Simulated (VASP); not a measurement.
# SnTe (Fm-3m) in VASP: notebook

Aim: see how the results for SnTe move with the level of theory and the settings. Levels: PBE, RPBE, revPBE, BLYP. Tasks: single point, relaxation of cell and atoms.

All numbers are computed with VASP 6.6.1; they aren't measurements. Logs are shortened: lines on timing, memory, paths and dates and some standing lists are left out, and cuts for length are marked.

**1. The crystal as given**

Symmetry: Fm-3m, No. 225, cubic system. Conventional cell: a = 6.302 Å, b = 6.302 Å, c = 6.302 Å, α = 90.00°, β = 90.00°, γ = 90.00°. Te (site symmetry m-3m) is surrounded by 6 Sn at 3.15 Å. Sn (site symmetry m-3m) has 6 Te at 3.15 Å as nearest neighbours.

**2. Single point, PBE**

Contents of INCAR:

```
SYSTEM = SnTe
PREC = Accurate ; ENCUT = 520
EDIFF = 1E-6 ; ISMEAR = 0
SIGMA = 0.011 ; LREAL = .FALSE.
LASPH = .TRUE. ; NELM = 100
ALGO = Normal ; ISIF = 2
LWAVE = .FALSE. ; LCHARG = .FALSE.
GGA = PE ; NBANDS = 17
```

Contents of KPOINTS:

```
Automatic mesh
0
G
  7 7 7
  0 0 0
```

Contents of POSCAR:

```
SnTe
1.0
    0.0000000000      3.1508500000      3.1508500000
    3.1508500000      0.0000000000      3.1508500000
    3.1508500000      3.1508500000      0.0000000000
Te Sn
1 1
Direct
    0.5000000000      0.5000000000      0.5000000000
    0.0000000000      0.0000000000      0.0000000000
```

Potentials or basis: VASP PAW PBE potentials, release 64 (Te, Sn_d).

The run is started by

```
$ cat potpaw_PBE.64/Te/POTCAR potpaw_PBE.64/Sn_d/POTCAR > POTCAR
$ mpirun -np 1 vasp_std > vasp.out
```

OUTCAR:

```text
SYSTEM = SnTe
   PREC = Accurate
   ENCUT = 520
   EDIFF = 1E-6
   ISMEAR = 0
   LREAL = .FALSE.
   LASPH = .TRUE.
   NELM = 100
   ISIF = 2
   GGA = PE

 ion  position               nearest neighbor table
   1  0.500  0.500  0.500-   2 3.15   2 3.15   2 3.15   2 3.15   2 3.15   2 3.15
   2  0.000  0.000  0.000-   1 3.15   1 3.15   1 3.15   1 3.15   1 3.15   1 3.15

  LATTYP: Found a face centered cubic cell.
 ALAT       =     6.3017000000

  Lattice vectors:

 A1 = (   0.0000000000,   3.1508500000,   3.1508500000)
 A2 = (   3.1508500000,   0.0000000000,   3.1508500000)
 A3 = (   3.1508500000,   3.1508500000,   0.0000000000)

Analysis of symmetry for initial positions (statically):
=====================================================================
 Subroutine PRICEL returns:
 Original cell was already a primitive cell.

 Routine SETGRP: Setting up the symmetry group for a
 face centered cubic supercell.

 Subroutine GETGRP returns: Found 48 space group operations
 (whereof 48 operations were pure point group operations)
 out of a pool of 48 trial point group operations.

The static configuration has the point symmetry O_h .

Analysis of symmetry for dynamics (positions and initial velocities):
=====================================================================
 Subroutine PRICEL returns:
 Original cell was already a primitive cell.

 Routine SETGRP: Setting up the symmetry group for a
 face centered cubic supercell.

 Subroutine GETGRP returns: Found 48 space group operations
 (whereof 48 operations were pure point group operations)
 out of a pool of 48 trial point group operations.

The dynamic configuration has the point symmetry O_h .

 Subroutine INISYM returns: Found 48 space group operations
 (whereof 48 operations are pure point group operations),
 and found     1 'primitive' translations

----------------------------------------------------------------------------------------

                                     Primitive cell

  volume of cell :      62.5624

  direct lattice vectors                    reciprocal lattice vectors
     0.000000000  3.150850000  3.150850000    -0.158687338  0.158687338  0.158687338
     3.150850000  0.000000000  3.150850000     0.158687338 -0.158687338  0.158687338
     3.150850000  3.150850000  0.000000000     0.158687338  0.158687338 -0.158687338

  length of vectors
     4.455974803  4.455974803  4.455974803     0.274854533  0.274854533  0.274854533

  position of ions in fractional coordinates (direct lattice)
     0.500000000  0.500000000  0.500000000
     0.000000000  0.000000000  0.000000000

  ion indices of the primitive-cell ions
   primitive index   ion index
                 1           1
                 2           2

----------------------------------------------------------------------------------------

 KPOINTS: Automatic mesh

Automatic generation of k-mesh.
 Grid dimensions read from file:
 generate k-points for:    7    7    7

 Generating k-lattice:

  Cartesian coordinates                     Fractional coordinates (reciprocal lattice)
    -0.022669620  0.022669620  0.022669620     0.142857143  0.000000000  0.000000000
     0.022669620 -0.022669620  0.022669620     0.000000000  0.142857143  0.000000000
     0.022669620  0.022669620 -0.022669620     0.000000000  0.000000000  0.142857143

  Length of vectors
     0.039264933  0.039264933  0.039264933

  Shift w.r.t. Gamma in fractional coordinates (k-lattice)
     0.000000000  0.000000000  0.000000000

 Subroutine IBZKPT returns following result:
 ===========================================

 Found     20 irreducible k-points:

 Following reciprocal coordinates:
            Coordinates               Weight
  0.000000  0.000000  0.000000      1.000000
  0.142857  0.000000  0.000000      8.000000
  0.285714  0.000000  0.000000      8.000000
  0.428571  0.000000  0.000000      8.000000
  0.142857  0.142857  0.000000      6.000000
  0.285714  0.142857  0.000000     24.000000
[... 12 lines left out ...]
 -0.428571  0.428571  0.142857     24.000000
 -0.285714  0.428571  0.142857     24.000000
   k-points           NKPTS =     20   k-points in BZ     NKDIM =     20   number of bands    NBANDS=     17
   number of dos      NEDOS =    301   number of ions     NIONS =      2
   total plane-waves  NPLWV =  46656
   dimension x,y,z NGX =    36 NGY =   36 NGZ =   36
   dimension x,y,z NGXF=    72 NGYF=   72 NGZF=   72
   ions per type =               1   1
   NGX,Y,Z   is equivalent  to a cutoff of  13.43, 13.43, 13.43 a.u.
   NGXF,Y,Z  is equivalent  to a cutoff of  26.86, 26.86, 26.86 a.u.
 SYSTEM =  SnTe
   PREC   = accura    normal or accurate (medium, high low for compatibility)
   ISTART =      0    job   : 0-new  1-cont  2-samecut
   ICHARG =      2    charge: 1-file 2-atom 10-const
   ISPIN  =      1    spin polarized calculation?
   LNONCOLLINEAR =      F non collinear calculations
   LSORBIT =      F    spin-orbit coupling
   LASPH  =      T    aspherical Exc in radial PAW
   ENCUT  =  520.0 eV  38.22 Ry    6.18 a.u.   8.29  8.29  8.29*2*pi/ulx,y,z
   NELM   =    100;   NELMIN=  2; NELMDL= -5     # of ELM steps
   EDIFF  = 0.1E-05   stopping-criterion for ELM
   LREAL  =      F    real-space projection
   EDIFFG = 0.1E-04   stopping-criterion for IOM
   NSW    =      0    number of steps for IOM
   IBRION =     -1    ionic relax: 0-MD 1-quasi-New 2-CG
   NFREE  =      0    steps in history (QN), initial steepest desc. (CG)
   ISIF   =      2    stress and relaxation
   ISYM   =      2    0-nonsym 1-usesym 2-fastsym
   POTIM  = 0.5000    time-step for ionic-motion
   TEBEG  =    0.0;   TEEND  =   0.0 temperature during run
   PSTRESS=    0.0 pullay stress
   NELECT =      20.0000    total number of electrons
   NUPDOWN=      -1.0000    fix difference up-down
   EMIN   =  10.00;   EMAX   =-10.00  energy-range for DOS
   EFERMI =   0.00;   METHOD = LEGACY
   ISMEAR =     0;   SIGMA  =   0.01  broadening in eV -4-tet -1-fermi 0-gaus
   EFERMI_NEDOS =   21; number of points for ismear=-14 and -15
   IALGO  =     38    algorithm
   IMIX   =      4    mixing-type and parameters
     AMIX     =   0.40;   BMIX     =  1.00
     AMIX_MAG =   1.60;   BMIX_MAG =  1.00
  volume/ion in A,a.u.               =      31.28       211.10
  Fermi-wavevector in a.u.,A,eV,Ry     =   1.119387  2.115336 17.048485  1.253028
  Thomas-Fermi vector in A             =   2.256026
   LORBIT       =      0    0 simple, 1 ext, 2 COOP (PROOUT), +10 PAW based schemes
   GGA     = PE    functional components
   LHFCALC =     F    Hartree Fock is set to
   AEXX    =    0.0000 exact exchange contribution
   IVDW    =     0    specifies the selected vdW correction
   LEPSILON=     F    determine dielectric tensor
   LRPA    =     F    only Hartree local field effects (RPA)
 non-spin polarized calculation
 Gauss-broadening in eV      SIGMA  =   0.01
  energy-cutoff  :      520.00
  volume of cell :       62.56
 maximum number of plane-waves:      1705
 NGX is ok and might be reduce to    36
   NGX = 17   NGY = 17   NGZ = 17

 number of electron      19.9999998 magnetization

 Free energy of the ion-electron system (eV)
  ---------------------------------------------------
  ext. energy  EPLUGINS =         0.00000000
  ---------------------------------------------------
  free energy    TOTEN  =        -7.54728174 eV

  energy without entropy =       -7.54728174  energy(sigma->0) =       -7.54728174

 E-fermi :   6.8153     XC(G=0):  -9.4968

 val. band max:        6.7137941674   @ k =   0.4286   0.0000   0.0000
 cond. band min:       7.3753859632   @ k =   0.4286   0.0000   0.0000
 fundamental gap:      0.6615917957
 Fermi energy:         6.8153477193

 k-point     1 :       0.0000    0.0000    0.0000
  band No.  band energies     occupation
      1     -14.9456      2.00000
      2     -14.9456      2.00000
      3     -14.9396      2.00000
      4     -14.9396      2.00000
      5     -14.9396      2.00000
      6      -5.8512      2.00000
[... 9 lines left out ...]
     16      11.7061      0.00000
     17      13.7762      0.00000

 k-point     2 :       0.1429    0.0000    0.0000
  band No.  band energies     occupation
      1     -14.9465      2.00000
      2     -14.9465      2.00000
      3     -14.9393      2.00000
      4     -14.9385      2.00000
      5     -14.9385      2.00000
      6      -5.6801      2.00000
[... 9 lines left out ...]
     16      12.1219      0.00000
     17      15.0138      0.00000

 k-point     3 :       0.2857    0.0000    0.0000
  band No.  band energies     occupation
      1     -14.9487      2.00000
      2     -14.9487      2.00000
      3     -14.9386      2.00000
      4     -14.9355      2.00000
      5     -14.9355      2.00000
      6      -5.2116      2.00000
[... 9 lines left out ...]
     16      13.2638      0.00000
     17      17.4094      0.00000

 k-point     4 :       0.4286    0.0000    0.0000
  band No.  band energies     occupation
      1     -14.9506      2.00000
      2     -14.9506      2.00000
      3     -14.9381      2.00000
      4     -14.9330      2.00000
      5     -14.9330      2.00000
      6      -4.6741      2.00000
[... 9 lines left out ...]
     16      15.0040      0.00000
     17      16.5079      0.00000

 k-point     5 :       0.1429    0.1429    0.0000
  band No.  band energies     occupation
      1     -14.9485      2.00000
      2     -14.9448      2.00000
      3     -14.9403      2.00000
      4     -14.9377      2.00000
      5     -14.9377      2.00000
      6      -5.6239      2.00000
[... 9 lines left out ...]
     16      12.7980      0.00000
     17      14.0407      0.00000

 k-point     6 :       0.2857    0.1429    0.0000
  band No.  band energies     occupation
      1     -14.9512      2.00000
      2     -14.9454      2.00000
      3     -14.9401      2.00000
      4     -14.9356      2.00000
      5     -14.9349      2.00000
      6      -5.2556      2.00000
[... 9 lines left out ...]
     16      13.9643      0.00000
     17      15.4998      0.00000

 k-point     7 :       0.4286    0.1429    0.0000
  band No.  band energies     occupation
      1     -14.9529      2.00000
      2     -14.9477      2.00000
      3     -14.9385      2.00000
      4     -14.9340      2.00000
      5     -14.9324      2.00000
      6      -4.7226      2.00000
[... 9 lines left out ...]
     16      15.6371      0.00000
     17      16.4370      0.00000

 k-point     8 :      -0.4286    0.1429    0.0000
  band No.  band energies     occupation
      1     -14.9522      2.00000
      2     -14.9496      2.00000
      3     -14.9372      2.00000
      4     -14.9335      2.00000
      5     -14.9325      2.00000
      6      -4.4949      2.00000
[... 9 lines left out ...]
     16      14.8557      0.00000
     17      17.0905      0.00000
[... 123 lines left out ...]
      1     -14.9621      2.00000
      2     -14.9433      2.00000
      3     -14.9412      2.00000
      4     -14.9294      2.00000
      5     -14.9294      2.00000
      6      -4.3791      2.00000
[... 9 lines left out ...]
     16      16.9162      0.00000
     17      17.9219      0.00000

 k-point    16 :      -0.4286    0.4286    0.0000
  band No.  band energies     occupation
      1     -14.9615      2.00000
      2     -14.9423      2.00000
      3     -14.9421      2.00000
      4     -14.9298      2.00000
      5     -14.9293      2.00000
      6      -4.2425      2.00000
[... 9 lines left out ...]
     16      16.4794      0.00000
     17      16.9917      0.00000

 k-point    17 :       0.4286    0.2857    0.1429
  band No.  band energies     occupation
      1     -14.9539      2.00000
      2     -14.9457      2.00000
      3     -14.9397      2.00000
      4     -14.9334      2.00000
      5     -14.9333      2.00000
      6      -4.8494      2.00000
[... 9 lines left out ...]
     16      15.3087      0.00000
     17      16.1277      0.00000

 k-point    18 :      -0.4286    0.2857    0.1429
  band No.  band energies     occupation
      1     -14.9548      2.00000
      2     -14.9473      2.00000
      3     -14.9374      2.00000
      4     -14.9343      2.00000
      5     -14.9312      2.00000
      6      -4.4202      2.00000
[... 9 lines left out ...]
     16      15.7431      0.00000
     17      16.9560      0.00000

 k-point    19 :      -0.4286    0.4286    0.1429
  band No.  band energies     occupation
      1     -14.9593      2.00000
      2     -14.9438      2.00000
      3     -14.9406      2.00000
      4     -14.9318      2.00000
      5     -14.9294      2.00000
      6      -4.3038      2.00000
[... 9 lines left out ...]
     16      16.5737      0.00000
     17      17.5216      0.00000

 k-point    20 :      -0.2857    0.4286    0.1429
  band No.  band energies     occupation
      1     -14.9573      2.00000
      2     -14.9459      2.00000
      3     -14.9375      2.00000
      4     -14.9346      2.00000
      5     -14.9294      2.00000
      6      -4.2150      2.00000
[... 9 lines left out ...]
     16      16.7522      0.00000
     17      17.3797      0.00000

------------------------ aborting loop because EDIFF is reached ----------------------------------------

  FORCE on cell =-STRESS in cart. coord.  units (eV):
  Direction    XX          YY          ZZ          XY          YZ          ZX
  --------------------------------------------------------------------------------------
  -------------------------------------------------------------------------------------
  Total        0.8454495      0.8454495      0.8454495      0.0000000      0.0000000      0.0000000
  in kB       21.6513555     21.6513555     21.6513555      0.0000000      0.0000000      0.0000000
  external PRESSURE =      21.6513555 kB  Pullay stress =       0.0000000 kB

 VOLUME and BASIS-vectors are now :
 -----------------------------------------------------------------------------
  energy-cutoff  :      520.00
  volume of cell :       62.56
      direct lattice vectors                 reciprocal lattice vectors
     0.000000000  3.150850000  3.150850000    -0.158687338  0.158687338  0.158687338
     3.150850000  0.000000000  3.150850000     0.158687338 -0.158687338  0.158687338
     3.150850000  3.150850000  0.000000000     0.158687338  0.158687338 -0.158687338

 POSITION                                       TOTAL-FORCE (eV/Angst)
 -----------------------------------------------------------------------------------
      3.15085      3.15085      3.15085        -0.000000     -0.000000      0.000000
      0.00000      0.00000      0.00000         0.000000      0.000000     -0.000000
 -----------------------------------------------------------------------------------
    total drift:                               -0.000000      0.000000      0.000000

  FREE ENERGIE OF THE ION-ELECTRON SYSTEM (eV)
  ---------------------------------------------------
  free  energy   TOTEN  =        -7.5472817431 eV

  energy  without entropy=       -7.5472817431  energy(sigma->0) =       -7.54728174
```

Wall time 19 s (1 thread of Intel Xeon Platinum 8259CL at 2.50GHz (Skylake/Cascade Lake), shared host); peak memory 0.2 GiB.

What came out:

| Item | Value |
| --- | --- |
| Free energy | -7.5473 eV |
| Pressure | 2.2 GPa |

Caveat: this odd mesh misses L, where the gap lies, so gap, dielectric constants and Born charges aren't listed. The run has no spin-orbit coupling, so splittings on Te are missing.

(Part 1 of 3 ends here.)
